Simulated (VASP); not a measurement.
# K (Pm-3m) in VASP: single point with PBEsol

Aim: the single point of K with PBEsol.

All numbers are computed with VASP 6.6.1; they aren't measurements. Logs are shortened: lines on timing, memory, paths and dates and some standing lists are left out, and cuts for length are marked.

### 1 Starting point

The structure is cubic, space group Pm-3m (No. 221). The conventional cell has a = 4.237 Å, b = 4.237 Å, c = 4.237 Å, α = 90.00°, β = 90.00°, γ = 90.00°. K (site symmetry m-3m) is surrounded by 6 K at 4.24 Å.

The cell was built by a generator and needn't be a form met in nature.

### 2 Single point, PBEsol

Input file INCAR:

```
SYSTEM = K
ALGO = Fast
EDIFF = 1E-6
ENCUT = 520
GGA = PS
ISIF = 2
ISMEAR = -1
LASPH = .TRUE.
LCHARG = .FALSE.
LREAL = .FALSE.
LWAVE = .FALSE.
NBANDS = 10
NELM = 60
PREC = Accurate
SIGMA = 0.13605693000000002
```

Input file KPOINTS:

```
k-points
0
G
  8 8 8
  0 0 0
```

Input file POSCAR:

```
K
1.0
    4.2372536208      0.0000000000      0.0000000000
    0.0000000000      4.2372536208      0.0000000000
    0.0000000000      0.0000000000      4.2372536208
K
1
Direct
    0.0000000000      0.0000000000      0.0000000000
```

Potentials or basis: VASP PAW PBE potentials, release 64 (K_sv).

Run with:

```sh
$ cat potpaw_PBE.64/K_sv/POTCAR > POTCAR
$ mpirun -np 1 vasp_std > vasp.out
```

OUTCAR:

```text
SYSTEM = K
   EDIFF = 1E-6
   ENCUT = 520
   GGA = PS
   ISIF = 2
   ISMEAR = -1
   LASPH = .TRUE.
   LREAL = .FALSE.
   NELM = 60
   PREC = Accurate

 ion  position               nearest neighbor table
   1  0.000  0.000  0.000-

  LATTYP: Found a simple cubic cell.
 ALAT       =     4.2372536208

  Lattice vectors:

 A1 = (   4.2372536208,   0.0000000000,   0.0000000000)
 A2 = (   0.0000000000,   4.2372536208,   0.0000000000)
 A3 = (   0.0000000000,   0.0000000000,   4.2372536208)

Analysis of symmetry for initial positions (statically):
=====================================================================
 Subroutine PRICEL returns:
 Original cell was already a primitive cell.

 Routine SETGRP: Setting up the symmetry group for a
 simple cubic supercell.

 Subroutine GETGRP returns: Found 48 space group operations
 (whereof 48 operations were pure point group operations)
 out of a pool of 48 trial point group operations.

The static configuration has the point symmetry O_h .

Analysis of symmetry for dynamics (positions and initial velocities):
=====================================================================
 Subroutine PRICEL returns:
 Original cell was already a primitive cell.

 Routine SETGRP: Setting up the symmetry group for a
 simple cubic supercell.

 Subroutine GETGRP returns: Found 48 space group operations
 (whereof 48 operations were pure point group operations)
 out of a pool of 48 trial point group operations.

The dynamic configuration has the point symmetry O_h .

 Subroutine INISYM returns: Found 48 space group operations
 (whereof 48 operations are pure point group operations),
 and found     1 'primitive' translations

----------------------------------------------------------------------------------------

                                     Primitive cell

  volume of cell :      76.0770

  direct lattice vectors                    reciprocal lattice vectors
     4.237253621  0.000000000  0.000000000     0.236001922  0.000000000  0.000000000
     0.000000000  4.237253621  0.000000000     0.000000000  0.236001922  0.000000000
     0.000000000  0.000000000  4.237253621     0.000000000  0.000000000  0.236001922

  length of vectors
     4.237253621  4.237253621  4.237253621     0.236001922  0.236001922  0.236001922

  position of ions in fractional coordinates (direct lattice)
     0.000000000  0.000000000  0.000000000

  ion indices of the primitive-cell ions
   primitive index   ion index
                 1           1

----------------------------------------------------------------------------------------

 KPOINTS: k-points

Automatic generation of k-mesh.
 Grid dimensions read from file:
 generate k-points for:    8    8    8

 Generating k-lattice:

  Cartesian coordinates                     Fractional coordinates (reciprocal lattice)
     0.029500240  0.000000000  0.000000000     0.125000000  0.000000000  0.000000000
     0.000000000  0.029500240  0.000000000     0.000000000  0.125000000  0.000000000
     0.000000000  0.000000000  0.029500240     0.000000000  0.000000000  0.125000000

  Length of vectors
     0.029500240  0.029500240  0.029500240

  Shift w.r.t. Gamma in fractional coordinates (k-lattice)
     0.000000000  0.000000000  0.000000000

 Subroutine IBZKPT returns following result:
 ===========================================

 Found     35 irreducible k-points:

 Following reciprocal coordinates:
            Coordinates               Weight
  0.000000  0.000000  0.000000      1.000000
  0.125000  0.000000  0.000000      6.000000
  0.250000  0.000000  0.000000      6.000000
  0.375000  0.000000  0.000000      6.000000
  0.500000  0.000000  0.000000      3.000000
  0.125000  0.125000  0.000000     12.000000
[... 16 lines left out ...]
  0.375000  0.375000  0.125000     24.000000
  0.500000  0.375000  0.125000     24.000000
 [... further k-points ...]
   k-points           NKPTS =     35   k-points in BZ     NKDIM =     35   number of bands    NBANDS=     10
   number of dos      NEDOS =    301   number of ions     NIONS =      1
   total plane-waves  NPLWV =  32768
   dimension x,y,z NGX =    32 NGY =   32 NGZ =   32
   dimension x,y,z NGXF=    64 NGYF=   64 NGZF=   64
   ions per type =               1
   NGX,Y,Z   is equivalent  to a cutoff of  12.55, 12.55, 12.55 a.u.
   NGXF,Y,Z  is equivalent  to a cutoff of  25.11, 25.11, 25.11 a.u.
 SYSTEM =  K
   PREC   = accura    normal or accurate (medium, high low for compatibility)
   ISTART =      0    job   : 0-new  1-cont  2-samecut
   ICHARG =      2    charge: 1-file 2-atom 10-const
   ISPIN  =      1    spin polarized calculation?
   LNONCOLLINEAR =      F non collinear calculations
   LSORBIT =      F    spin-orbit coupling
   LASPH  =      T    aspherical Exc in radial PAW
   ENCUT  =  520.0 eV  38.22 Ry    6.18 a.u.   7.88  7.88  7.88*2*pi/ulx,y,z
   NELM   =     60;   NELMIN=  2; NELMDL= -5     # of ELM steps
   EDIFF  = 0.1E-05   stopping-criterion for ELM
   LREAL  =      F    real-space projection
   EDIFFG = 0.1E-04   stopping-criterion for IOM
   NSW    =      0    number of steps for IOM
   IBRION =     -1    ionic relax: 0-MD 1-quasi-New 2-CG
   NFREE  =      0    steps in history (QN), initial steepest desc. (CG)
   ISIF   =      2    stress and relaxation
   ISYM   =      2    0-nonsym 1-usesym 2-fastsym
   POTIM  = 0.5000    time-step for ionic-motion
   TEBEG  =    0.0;   TEEND  =   0.0 temperature during run
   PSTRESS=    0.0 pullay stress
   NELECT =       9.0000    total number of electrons
   NUPDOWN=      -1.0000    fix difference up-down
   EMIN   =  10.00;   EMAX   =-10.00  energy-range for DOS
   EFERMI =   0.00;   METHOD = LEGACY
   ISMEAR =    -1;   SIGMA  =   0.14  broadening in eV -4-tet -1-fermi 0-gaus
   EFERMI_NEDOS =   21; number of points for ismear=-14 and -15
   IALGO  =     68    algorithm
   IMIX   =      4    mixing-type and parameters
     AMIX     =   0.40;   BMIX     =  1.00
     AMIX_MAG =   1.60;   BMIX_MAG =  1.00
  volume/ion in A,a.u.               =      76.08       513.39
  Fermi-wavevector in a.u.,A,eV,Ry     =   0.803658  1.518693  8.787540  0.645866
  Thomas-Fermi vector in A             =   1.911567
   LORBIT       =      0    0 simple, 1 ext, 2 COOP (PROOUT), +10 PAW based schemes
   GGA     = PS    functional components
   LHFCALC =     F    Hartree Fock is set to
   AEXX    =    0.0000 exact exchange contribution
   IVDW    =     0    specifies the selected vdW correction
   LEPSILON=     F    determine dielectric tensor
   LRPA    =     F    only Hartree local field effects (RPA)
 non-spin polarized calculation
 RMM-DIIS sequential band-by-band and
  energy-cutoff  :      520.00
  volume of cell :       76.08
 maximum number of plane-waves:      2103
 NGX is ok and might be reduce to    32
   NGX = 15   NGY = 15   NGZ = 15

 number of electron       8.9999997 magnetization

 Free energy of the ion-electron system (eV)
  ---------------------------------------------------
  ext. energy  EPLUGINS =         0.00000000
  ---------------------------------------------------
  free energy    TOTEN  =        -1.05022986 eV

  energy without entropy =       -1.00442236  energy(sigma->0) =       -1.02732611

 E-fermi :  -0.2088     XC(G=0):  -5.6074

 val. band max:       -0.2523450605   @ k =   0.5000   0.0000   0.0000
 cond. band min:      -0.0873097646   @ k =   0.5000   0.1250   0.0000
 fundamental gap:      0.1650352959
 Fermi energy:        -0.2087573833

 k-point     1 :       0.0000    0.0000    0.0000
  band No.  band energies     occupation
      1     -32.3966      2.00000
      2     -15.8928      2.00000
      3     -15.8928      2.00000
      4     -15.8928      2.00000
      5      -2.3311      2.00000
      6       2.6812      0.00000
      7       2.6812      0.00000
      8       6.0783      0.00000
      9       6.2247      0.00000
     10       6.3242      0.00000

 k-point     2 :       0.1250    0.0000    0.0000
  band No.  band energies     occupation
      1     -32.3958      2.00000
      2     -15.9076      2.00000
      3     -15.8915      2.00000
      4     -15.8915      2.00000
      5      -2.1810      2.00000
      6       2.5302      0.00000
      7       2.7551      0.00000
      8       5.5038      0.00000
      9       5.5051      0.00000
     10       5.8161      0.00000

 k-point     3 :       0.2500    0.0000    0.0000
  band No.  band energies     occupation
      1     -32.3939      2.00000
      2     -15.9432      2.00000
      3     -15.8885      2.00000
      4     -15.8885      2.00000
      5      -1.7432      1.99997
      6       1.9048      0.00000
      7       2.9529      0.00000
      8       4.9693      0.00000
      9       4.9693      0.00000
     10       5.6263      0.00000

 k-point     4 :       0.3750    0.0000    0.0000
  band No.  band energies     occupation
      1     -32.3921      2.00000
      2     -15.9784      2.00000
      3     -15.8855      2.00000
      4     -15.8855      2.00000
      5      -1.0515      1.99592
      6       0.9040      0.00056
      7       3.1879      0.00000
      8       4.6232      0.00000
      9       4.6232      0.00000
     10       6.1606      0.00000
[... 222 lines left out ...]
 k-point    22 :       0.5000    0.2500    0.1250
  band No.  band energies     occupation
      1     -32.3880      2.00000
      2     -15.9847      2.00000
      3     -15.9311      2.00000
      4     -15.8941      2.00000
      5       0.3785      0.02634
      6       0.5398      0.00812
      7       3.1892      0.00000
      8       3.3654      0.00000
      9       4.5262      0.00000
     10       4.9844      0.00000

 k-point    23 :       0.3750    0.3750    0.1250
  band No.  band energies     occupation
      1     -32.3869      2.00000
      2     -15.9670      2.00000
      3     -15.9657      2.00000
      4     -15.8923      2.00000
      5       0.1952      0.09771
      6       1.7744      0.00000
      7       2.1164      0.00000
      8       3.3546      0.00000
      9       4.5428      0.00000
     10       4.8715      0.00000

 k-point    24 :       0.5000    0.3750    0.1250
  band No.  band energies     occupation
      1     -32.3862      2.00000
      2     -15.9802      2.00000
      3     -15.9646      2.00000
      4     -15.8910      2.00000
      5       0.7451      0.00180
      6       1.2411      0.00005
      7       2.4326      0.00000
      8       2.9010      0.00000
      9       4.7224      0.00000
     10       4.8097      0.00000

 [... further k-points ...]

------------------------ aborting loop because EDIFF is reached ----------------------------------------

  FORCE on cell =-STRESS in cart. coord.  units (eV):
  Direction    XX          YY          ZZ          XY          YZ          ZX
  --------------------------------------------------------------------------------------
  -------------------------------------------------------------------------------------
  Total        0.0005323      0.0005323      0.0005323      0.0000000      0.0000000     -0.0000000
  in kB        0.0112100      0.0112100      0.0112100      0.0000000      0.0000000     -0.0000000
  external PRESSURE =       0.0112100 kB  Pullay stress =       0.0000000 kB

 VOLUME and BASIS-vectors are now :
 -----------------------------------------------------------------------------
  energy-cutoff  :      520.00
  volume of cell :       76.08
      direct lattice vectors                 reciprocal lattice vectors
     4.237253621  0.000000000  0.000000000     0.236001922  0.000000000  0.000000000
     0.000000000  4.237253621  0.000000000     0.000000000  0.236001922  0.000000000
     0.000000000  0.000000000  4.237253621     0.000000000  0.000000000  0.236001922

 POSITION                                       TOTAL-FORCE (eV/Angst)
 -----------------------------------------------------------------------------------
      0.00000      0.00000      0.00000         0.000000      0.000000      0.000000
 -----------------------------------------------------------------------------------
    total drift:                                0.000000      0.000000      0.000000

  FREE ENERGIE OF THE ION-ELECTRON SYSTEM (eV)
  ---------------------------------------------------
  free  energy   TOTEN  =        -1.0502298557 eV

  energy  without entropy=       -1.0044223633  energy(sigma->0) =       -1.02732611
```

Run time: 13 s. Hardware: 1 thread of AMD EPYC 9R45 (Zen 5), shared host; peak memory 0.15 GiB.

Results:

```yaml
Free_energy: -1.0502 eV
Pressure: 0.0 GPa
Band_gap_on_the_k_mesh: none (metal or under the smearing width)
```

Caveat: the PAW data sets were made with another functional, which shifts forces and pressure a little.
